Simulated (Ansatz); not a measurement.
Fluorite CdF2, relaxed with r2SCAN, was run in the plane-wave code Ansatz under altered settings. All numbers are computed, without spin polarisation but where a row says otherwise.

```
CELL_PARAMETERS angstrom
0.00000 2.69418 2.69418
2.69418 0.00000 2.69418
2.69418 2.69418 0.00000
ATOMIC_POSITIONS crystal
Cd 0.00000 0.00000 0.00000
F 0.25000 0.25000 0.25000
F 0.75000 0.75000 0.75000
```

The base run's other keys:
```yaml
kpoints:
  mp_grid: { grid: [6, 6, 6] }
hamiltonian:
  xc: pbe
scf:
  occupations: { method: fixed }
  n_extra_bands: 4
```

It takes 6 iterations with 749 plane waves at 420 eV and 16 k points, and leaves a mean stress of +5.43 GPa. The gap over this mesh is 3.120 eV. It ran on 4 threads of Arm Neoverse N1 (shared host).

Outcomes, with energy and stress as changes against the base:

| setting | outcome | ΔF (meV/atom) | Δ mean stress (GPa) | gap on the mesh (eV) | iterations | wall time |
| --- | --- | --- | --- | --- | --- | --- |
| scf.occupations: fermi_dirac 0.2 | converged | 0.0 | 0.00 | 3.120 | 6 | 0.62 s |
| scf.occupations: methfessel_paxton 0.001 | converged | 0.0 | 0.00 | 3.120 | 5 | 0.6 s |
| basis.ecutrho_ratio: 12 | converged | 0.0 | 0.00 | 3.120 | 6 | 0.81 s |
| basis.ecutwfc: 900 | converged | -5.8 | -0.02 | 3.120 | 6 | 1.2 s |
| scf.eigensolver.kind: dense | converged | 0.0 | 0.00 | 3.120 | 6 | 20 s |
| crystal.symmetry.detect: false | converged | 0.0 | 0.00 | 3.120 | 6 | 3.5 s |
| scf.occupations: cold 0.001 | converged | 0.0 | 0.00 | 3.120 | 5 | 0.6 s |
| hamiltonian.xc: pbesol | converged | – | -5.70 | 2.955 | 6 | 0.69 s |
| scf.n_extra_bands: 0 | converged | 0.0 | 0.00 | 3.120 | 6 | 0.58 s |
| scf.convergence.dr2_threshold: 1e-12 | converged | 0.0 | 0.00 | 3.120 | 8 | 0.68 s |
| basis.ecutwfc: 600 | converged | -4.8 | -0.01 | 3.120 | 6 | 0.79 s |
| scf.mixing.ndim: 2 | converged | 0.0 | 0.00 | 3.120 | 6 | 0.61 s |
| scf.occupations: gaussian 0.2 | converged | 0.0 | 0.00 | 3.120 | 6 | 0.62 s |

A dash marks a value that wasn't obtained or can't be compared. Stress is positive in compression. The base took 0.63 s.

- basis.ecutwfc: 900. 2421 plane waves in place of 749. The free energy moves by -5.8 meV an atom, the mean stress by -0.02 GPa and the gap on the mesh by 0.000 eV (to 3.120). The base cutoff was converged to that degree.
- hamiltonian.xc: pbesol. The mean stress moves by -5.70 GPa and the gap on the mesh by -0.165 eV (to 2.955). It's another functional on the same cell, so totals aren't comparable.
- basis.ecutwfc: 600. 1291 plane waves in place of 749. The free energy moves by -4.8 meV an atom, the mean stress by -0.01 GPa and the gap on the mesh by 0.000 eV (to 3.120). The base cutoff was converged to that degree.

Within 1 meV an atom, 0.1 GPa and 0.005 eV of the base stay: scf.occupations: fermi_dirac 0.2; scf.occupations: methfessel_paxton 0.001; basis.ecutrho_ratio: 12; scf.eigensolver.kind: dense; crystal.symmetry.detect: false; scf.occupations: cold 0.001; scf.n_extra_bands: 0; scf.convergence.dr2_threshold: 1e-12; scf.mixing.ndim: 2; scf.occupations: gaussian 0.2.

Spin-orbit coupling is left out.
